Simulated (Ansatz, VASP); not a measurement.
## ZnAu in VASP and in Ansatz

```xyz
2
Lattice="3.1887 0.0000 0.0000 0.0000 3.1887 0.0000 0.0000 0.0000 3.1887" Properties=species:S:1:pos:R:3 pbc="T T T"
Zn    1.5943    1.5943    1.5943
Au    0.0000    0.0000    0.0000
```

Alike in both runs: functional PBE; k mesh 9 × 9 × 9; occupations fermi-dirac, width 0.15 eV; no spin polarisation.

Ansatz relaxed the structure, and its values are those at the end. VASP's run is a single point on that final structure, the one shown.

```csv
,VASP,Ansatz
version,VASP 6.6.1,Ansatz 0.2.0
potentials or method,"VASP PAW PBE potentials, release 64 (Zn, Au)","plane waves, PAW"
plane-wave cutoff (eV),520,490
valence electrons in the cell,23,31
```

|  | VASP | Ansatz | Ansatz less VASP |
| --- | --- | --- | --- |
| pressure (GPa) | 0.1 | 0.0 | -0.06 |

The functional is the same, so the differences come from potentials, cutoffs and numerics. The two sets of potentials don't hold the same shells in valence.

The runs have no spin-orbit coupling, so splittings on Au are missing.
